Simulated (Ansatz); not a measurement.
# SnSe (Fm-3m) in Ansatz: notebook

Runs on SnSe. Level: exchange-only PBE. Tasks: single point, equation of state.

All numbers are computed with Ansatz 0.2.0; they aren't measurements. Logs are shortened: lines on timing, memory, paths and dates and some standing lists are left out, and cuts for length are marked.

## Step 1: The structure

Symmetry: Fm-3m, No. 225, cubic system. The conventional cell has a = 6.020 Å, b = 6.020 Å, c = 6.020 Å, α = 90.00°, β = 90.00°, γ = 90.00°. Sn (site symmetry m-3m) is surrounded by 6 Se at 3.01 Å. Se (site symmetry m-3m) is surrounded by 6 Sn at 3.01 Å.

Measurements of this composition are mostly on another form, of space group No. 62.

## Step 2: Single point, exchange-only PBE, 25.63 Å³/atom (volume scaled by 0.94)

File input.yaml:

```yaml
crystal:
  lattice:
    - [0.0, 2.9485541872, 2.9485541872]
    - [2.9485541872, 0.0, 2.9485541872]
    - [2.9485541872, 2.9485541872, 0.0]
  atoms:
    - { symbol: Sn, position: [0.0, 0.0, 0.0] }
    - { symbol: Se, position: [0.5, 0.5, 0.5] }
hamiltonian:
  xc: { exchange: pbe, correlation: none }
  pseudopotentials: { kind: paw }
kpoints:
  mp_grid: { grid: [8, 8, 8] }
scf:
  occupations: { method: fermi_dirac, width: 0.05 }
output:
  forces: true
  stress: true
  eigenvalues: true
```

Potentials or basis: Ansatz PAW.

The run is started by

```bash
$ ansatz run input.yaml --threads 2 --pin off --max-ram 5120MiB --backend cpu --events-out ev --progress --plain --runs-dir out
```

Output:

```text
Warning: RAYON_NUM_THREADS=2 ignored (pool sized by the plan → 2); use --threads N
Engine: ansatz 0.2.0, aarch64-unknown-linux-gnu
Pseudopotentials: kind: paw
Pseudopotential: Sn, paw, valence charge 14, recommended cutoff 420 eV (normal), Sn.paw.azcp
Pseudopotential: Se, paw, valence charge 16, recommended cutoff 420 eV (normal), Se.paw.azcp
Functional definition: unnamed
  exchange = pbe_x
  correlation = 0
Crystal: 2 atoms, lattice volume = 51.269 Å³
Basis set: ecut = 420 eV, 965 PW (Γ), exchange–correlation on 60×60×60 points (8 copies of the dense FFT grid, shifted against one another)
Bands: 19, of which v1, the nominal top of the filled ones, is band 15 counted from 1 (14 counted from 0)
Symmetry: 48 space group operations
Space group: Fm-3m (ITA 225), of the structure as read, at distance tolerance 3.7e-5 Å
k-points: 29 of 512
Non-local potential: Sn, projectors of the file, l = 0: 2, l = 1: 2, l = 2: 2, l = 3: 2
Non-local potential: Se, projectors of the file, l = 0: 2, l = 1: 2, l = 2: 3, l = 3: 1
PAW form: soft (Blöchl's): semilocal exchange-correlation on the pseudo side does not see the compensation charge
PAW frozen core: Sn, regenerated for the run's functional, and the local potential with it (the file was generated under x = pbe(κ = 0.804, μ = 0.2195149727645171), c = pbe(β = 0.06672455060314922))
PAW frozen core: Se, regenerated for the run's functional, and the local potential with it (the file was generated under x = pbe(κ = 0.804, μ = 0.2195149727645171), c = pbe(β = 0.06672455060314922))
PAW one-centre angular grid: Sn, 590 points (default); XC on 64 Gauss nodes
PAW one-centre angular grid: Se, 590 points (default); XC on 64 Gauss nodes
Initial density: superposition of atomic densities (neutral atoms: chi_scale 0, normalization atom), corrected by the library's trained network
Initial wavefunctions: pseudopotential atomic-orbital guess
Functional: x = pbe(κ = 0.804, μ = 0.2195149727645171), c = none
SCF iter   1: F=—  HF=-11375.139453 eV  |F-HF|=—  |Δ(HF+E_count)|=         —  Δρ=7.06e-3  dr2=2.28e-2  ethr=1.77e-3  ⟨swp⟩=5.7  Hψ=2642  notcnv=0
preconditioner: auto → none  [insulator: Δε(μ)=0.650 eV  Ē_g=17.552 eV  σ=0.050 eV  W_gap=1.00  n_scr=14 (ndim 8)  ℏωp=23.2 eV  f_vac=0.009  D(μ)=0.00/eV (n_scr^D=0)  ε∞_Penn≈2.7]
SCF iter   2: F=—  HF=-11375.130811 eV  |F-HF|=—  |Δ(HF+E_count)|=   8.64e-3  Δρ=2.62e-3  dr2=3.77e-3  ethr=7.60e-5  ⟨swp⟩=3.0  Hψ=1323  notcnv=0
SCF iter   3: F=—  HF=-11375.130129 eV  |F-HF|=—  |Δ(HF+E_count)|=   6.82e-4  Δρ=3.08e-4  dr2=5.34e-5  ethr=1.26e-5  ⟨swp⟩=2.7  Hψ=896  notcnv=0
SCF iter   4: F=—  HF=-11375.130156 eV  |F-HF|=—  |Δ(HF+E_count)|=   2.67e-5  Δρ=6.61e-5  dr2=1.62e-6  ethr=1.78e-7  ⟨swp⟩=2.0  Hψ=721  notcnv=0
SCF iter   5: F=—  HF=-11375.130158 eV  |F-HF|=—  |Δ(HF+E_count)|=   1.99e-6  Δρ=8.38e-6  dr2=4.33e-8  ethr=5.41e-9  ⟨swp⟩=2.0  Hψ=987  notcnv=0
SCF iter   6: F=-11375.130158 eV  HF=-11375.130158 eV  |F-HF|=5.86e-9  |Δ(HF+E_count)|=   6.55e-8  Δρ=3.54e-6  dr2=2.67e-9  ethr=1.44e-10  ⟨swp⟩=5.8  Hψ=2603  notcnv=0
SCF 1 converged in 6 iterations: F = -11375.130158 eV  dr2 = 2.67e-9
SCF converged after 6 iterations
Free energy (F): -11375.130158 eV
Harris-Foulkes:  -11375.130158 eV  (|F-HF|=5.86e-9)
Internal energy: -11375.130123 eV  (E = F + TS)
E sigma→0 (E₀):  -11375.130140 eV
Entropy (-TS):   -0.000035 eV (-0.018 meV/atom)
Fermi energy:    11.915006 eV
--- Per-component energies (eV) ---
  E_band       = -401.780649
  E_kinetic    = 307.130679
  E_local      = -3217.107215  (includes V_loc(G=0)·N_el)
  E_nonlocal   = -636.060351
  E_hartree    = 1711.081792
  E_xc         = -455.439301
  E_vxc        = -176.967127  (∫ρ·V_xc dr)
  E_paw        = -5959.021847  (= ΣΔE_a)
  E_vpaw       = -100.938198  (= ΣTr[D̂ρ^β])
  E_aug_tail   = -0.000632  (compensation charges beyond the density's cutoff)
  E_ewald      = -3126.203975
  E_core_change = 0.490728  (= ΣΔE_core)
  E_smearing   = -0.000035  (= −TS)
  E_closure    = -0.000000  (closes the sum)
  Σ components = -11375.130158   (vs F -11375.130158, Δ=0.00e0)
--- Forces (eV/Å), atoms counted from 1 ---
  atom   1  Sn    -0.00000000     0.00000000     0.00000000
  atom   2  Se     0.00000000    -0.00000000     0.00000000
  max |Σ_I F_I| component: 1.55e-29 eV/Å
--- Stress (GPa, compression-positive) ---
       15.268161      -0.000000       0.000000
        0.000000      15.268161      -0.000000
        0.000000      -0.000000      15.268161
  P = ⅓ Tr σ = 15.2682 GPa (152.682 kbar)
--- Band table (eV; the first three rows and the last of 29) ---
  k-point 0: bands = ["-35.9389", "-35.9389", "-35.9361", "-35.9361", "-35.9361", "-9.9594", "-9.9594", "-9.9594", "-9.9587", "-9.9587", "-2.7757", "6.5933", "9.1397", "9.1397", "9.1397", "16.0063", "16.0063", "16.0063", "17.5244"]
  k-point 1: bands = ["-35.9389", "-35.9389", "-35.9361", "-35.9361", "-35.9361", "-9.9605", "-9.9605", "-9.9590", "-9.9568", "-9.9568", "-2.6546", "5.8742", "9.1635", "9.1635", "9.7237", "15.1310", "15.2231", "15.2231", "17.5846"]
  k-point 2: bands = ["-35.9388", "-35.9388", "-35.9360", "-35.9360", "-35.9360", "-9.9645", "-9.9645", "-9.9579", "-9.9509", "-9.9509", "-2.3258", "4.6247", "9.2417", "9.2417", "10.5943", "13.8327", "14.0036", "14.0036", "17.9677"]
  k-point 28: bands = ["-35.9389", "-35.9388", "-35.9360", "-35.9360", "-35.9359", "-9.9874", "-9.9581", "-9.9526", "-9.9526", "-9.9366", "-1.3541", "4.3663", "6.5072", "6.5072", "10.6974", "13.0749", "16.5401", "16.5401", "19.0628"]
```

It took 1 s on 2 threads of Arm Neoverse V1, shared host; peak memory 0.33 GiB.

Results:

```yaml
Free_energy: -11375.1302 eV
Pressure: 15.3 GPa
Band_gap_on_the_k_mesh: 0.66 eV, direct
```

Caveat: spin-orbit coupling is left out, which moves the levels of the heavy elements; the PAW data sets come from PBE, with cores solved anew for the run's functional, which leaves a small shift of forces and pressure.

## Step 3: Single point, exchange-only PBE, 26.18 Å³/atom (volume scaled by 0.96)

input.yaml: that of step 2 with these lines changed.

```diff
@@ -2,5 +2,5 @@
   lattice:
-    - [0.0, 2.9485541872, 2.9485541872]
-    - [2.9485541872, 0.0, 2.9485541872]
-    - [2.9485541872, 2.9485541872, 0.0]
+    - [0.0, 2.9693193375, 2.9693193375]
+    - [2.9693193375, 0.0, 2.9693193375]
+    - [2.9693193375, 2.9693193375, 0.0]
   atoms:
```

Potentials or basis: Ansatz PAW.

The run is started by

```bash
$ ansatz run input.yaml --threads 2 --pin off --max-ram 5120MiB --backend cpu --events-out ev --progress --plain --runs-dir out
```

Run time: 0.99 s. Hardware: 2 threads of Arm Neoverse V1, shared host; peak memory 0.33 GiB.

It converged, with:

* Free energy: -11375.2280 eV
* Pressure: 13.5 GPa
* Band gap on the k mesh: 0.57 eV, direct

Caveat: spin-orbit coupling is left out, which moves the levels of the heavy elements; the PAW data sets come from PBE, with cores solved anew for the run's functional, which leaves a small shift of forces and pressure.

## Step 4: Single point, exchange-only PBE, 26.73 Å³/atom (volume scaled by 0.98)

input.yaml: that of step 3 with these lines changed.

```diff
@@ -2,5 +2,5 @@
   lattice:
-    - [0.0, 2.9693193375, 2.9693193375]
-    - [2.9693193375, 0.0, 2.9693193375]
-    - [2.9693193375, 2.9693193375, 0.0]
+    - [0.0, 2.989798049, 2.989798049]
+    - [2.989798049, 0.0, 2.989798049]
+    - [2.989798049, 2.989798049, 0.0]
   atoms:
```

The run is started by

```bash
$ ansatz run input.yaml --threads 2 --pin off --max-ram 5120MiB --backend cpu --events-out ev --progress --plain --runs-dir out
```

Run time: 1 s. Hardware: 2 threads of Arm Neoverse V1, shared host; peak memory 0.33 GiB.

It converged, with:

```
Free energy            : -11375.3143 eV
Pressure               : 11.9 GPa
Band gap on the k mesh : 0.48 eV, direct
```

Caveat: spin-orbit coupling is left out, which moves the levels of the heavy elements; the PAW data sets come from PBE, with cores solved anew for the run's functional, which leaves a small shift of forces and pressure.

## Step 5: Single point, exchange-only PBE, 27.27 Å³/atom

input.yaml: that of step 4 with these lines changed.

```diff
@@ -2,5 +2,5 @@
   lattice:
-    - [0.0, 2.989798049, 2.989798049]
-    - [2.989798049, 0.0, 2.989798049]
-    - [2.989798049, 2.989798049, 0.0]
+    - [0.0, 3.01, 3.01]
+    - [3.01, 0.0, 3.01]
+    - [3.01, 3.01, 0.0]
   atoms:
```

The run is started by

```bash
$ ansatz run input.yaml --threads 2 --pin off --max-ram 5120MiB --backend cpu --events-out ev --progress --plain --runs-dir out
```

It took 1 s on 2 threads of Arm Neoverse V1, shared host; peak memory 0.33 GiB.

Results (log left out):

```yaml
Free_energy: -11375.3902 eV
Pressure: 10.4 GPa
Band_gap_on_the_k_mesh: 0.40 eV, direct
```

Caveat: spin-orbit coupling is left out, which moves the levels of the heavy elements; the PAW data sets come from PBE, with cores solved anew for the run's functional, which leaves a small shift of forces and pressure.

## Step 6: Single point, exchange-only PBE, 27.82 Å³/atom (volume scaled by 1.02)

input.yaml: that of step 5 with these lines changed.

```diff
@@ -2,5 +2,5 @@
   lattice:
-    - [0.0, 3.01, 3.01]
-    - [3.01, 0.0, 3.01]
-    - [3.01, 3.01, 0.0]
+    - [0.0, 3.0299343558, 3.0299343558]
+    - [3.0299343558, 0.0, 3.0299343558]
+    - [3.0299343558, 3.0299343558, 0.0]
   atoms:
@@ -19 +19,5 @@
   eigenvalues: true
+  write_density: true
+  write_potential: true
+  elf: true
+  volumetric_format: npy
```

Potentials or basis: Ansatz PAW.

The run is started by

```bash
$ ansatz run input.yaml --threads 2 --pin off --max-ram 5120MiB --backend cpu --events-out ev --progress --plain --runs-dir out
```

Run time: 1.4 s. Hardware: 2 threads of Arm Neoverse V1, shared host; peak memory 0.34 GiB.

The run converged. Its results:

| Property | Result |
| --- | --- |
| Free energy | -11375.4565 eV |
| Pressure | 9.1 GPa |
| Band gap on the k mesh | 0.32 eV, direct |

Caveat: spin-orbit coupling is left out, which moves the levels of the heavy elements; the PAW data sets come from PBE, with cores solved anew for the run's functional, which leaves a small shift of forces and pressure.

## Step 7: Single point, exchange-only PBE, 28.36 Å³/atom (volume scaled by 1.04)

File input.yaml:

```yaml
crystal:
  lattice:
    - [0.0, 3.0496098055, 3.0496098055]
    - [3.0496098055, 0.0, 3.0496098055]
    - [3.0496098055, 3.0496098055, 0.0]
  atoms:
    - { symbol: Sn, position: [0.0, 0.0, 0.0] }
    - { symbol: Se, position: [0.5, 0.5, 0.5] }
hamiltonian:
  xc: { exchange: pbe, correlation: none }
  pseudopotentials: { kind: paw }
kpoints:
  mp_grid: { grid: [8, 8, 8] }
scf:
  occupations: { method: fermi_dirac, width: 0.05 }
output:
  forces: true
  stress: true
  eigenvalues: true
```

The run is started by

```bash
$ ansatz run input.yaml --threads 2 --pin off --max-ram 5120MiB --backend cpu --events-out ev --progress --plain --runs-dir out
```

It took 1 s on 2 threads of Arm Neoverse V1, shared host; peak memory 0.33 GiB.

It converged, with:

- Free energy: -11375.5141 eV
- Pressure: 7.9 GPa
- Band gap on the k mesh: 0.24 eV, direct

Caveat: spin-orbit coupling is left out, which moves the levels of the heavy elements; the PAW data sets come from PBE, with cores solved anew for the run's functional, which leaves a small shift of forces and pressure.

## Step 8: Single point, exchange-only PBE, 28.91 Å³/atom (volume scaled by 1.06)

input.yaml: that of step 7 with these lines changed.

```diff
@@ -2,5 +2,5 @@
   lattice:
-    - [0.0, 3.0496098055, 3.0496098055]
-    - [3.0496098055, 0.0, 3.0496098055]
-    - [3.0496098055, 3.0496098055, 0.0]
+    - [0.0, 3.0690345955, 3.0690345955]
+    - [3.0690345955, 0.0, 3.0690345955]
+    - [3.0690345955, 3.0690345955, 0.0]
   atoms:
```

The run is started by

```bash
$ ansatz run input.yaml --threads 2 --pin off --max-ram 5120MiB --backend cpu --events-out ev --progress --plain --runs-dir out
```

It took 1 s on 2 threads of Arm Neoverse V1, shared host; peak memory 0.33 GiB.

The run converged. Its results:

```yaml
Free_energy: -11375.5639 eV
Pressure: 6.8 GPa
Band_gap_on_the_k_mesh: 0.17 eV, direct
```

Caveat: spin-orbit coupling is left out, which moves the levels of the heavy elements; the PAW data sets come from PBE, with cores solved anew for the run's functional, which leaves a small shift of forces and pressure.

## Step 9: Equation of state, exchange-only PBE

Potentials or basis: Ansatz PAW.

This step only gathers the single runs of the series.

Results:

| Quantity | Value |
| --- | --- |
| Equilibrium volume | outside the volumes run |

Energy against volume, from the lowest point:
| volume (Å³/atom) | energy (meV/atom) |
| --- | --- |
| 25.635 | 216.85 |
| 26.180 | 167.92 |
| 26.725 | 124.77 |
| 27.271 | 86.84 |
| 27.816 | 53.68 |
| 28.362 | 24.86 |
| 28.907 | 0.00 |

Caveat: the potentials were made for another functional, which shifts forces and pressure.
